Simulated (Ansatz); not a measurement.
Q: Write an Ansatz input for a single-point calculation of Mn with PBE (scalar-relativistic), a cutoff of 420 eV (density cutoff 4 times that), a Γ-centred 20×20×20 mesh and Gaussian smearing of 0.05 eV, with collinear spin, starting moments 3.50 μB on the atoms in order. Forces, stress and eigenvalues are wanted, and also Löwdin populations. The structure:
```
Mn
1.0
     0.0000000000    1.8271482587    1.8271482587
     1.8271482587    0.0000000000    1.8271482587
     1.8271482587    1.8271482587    0.0000000000
Mn
1
Direct
  0.0000000000 0.0000000000 0.0000000000
```

A: 
```yaml
crystal:
  lattice:
    - [0.0, 1.8271482587, 1.8271482587]
    - [1.8271482587, 0.0, 1.8271482587]
    - [1.8271482587, 1.8271482587, 0.0]
  atoms:
    - { symbol: Mn, position: [0.0, 0.0, 0.0], spin: 3.5 }
basis:
  ecutwfc: 420
  ecutrho_ratio: 4
kpoints:
  mp_grid: { grid: [20, 20, 20] }
hamiltonian:
  xc: pbe
scf:
  occupations: { method: gaussian, width: 0.05 }
output:
  forces: true
  stress: true
  eigenvalues: true
  populations: true
magnetization:
  spin_polarized: true
```

Run as written, it has 15 valence electrons, 259 plane waves at Γ, 48 symmetry operations and 256 irreducible k-points; it took 21 SCF iterations in all. 

At room temperature and ambient pressure Mn takes another structure.
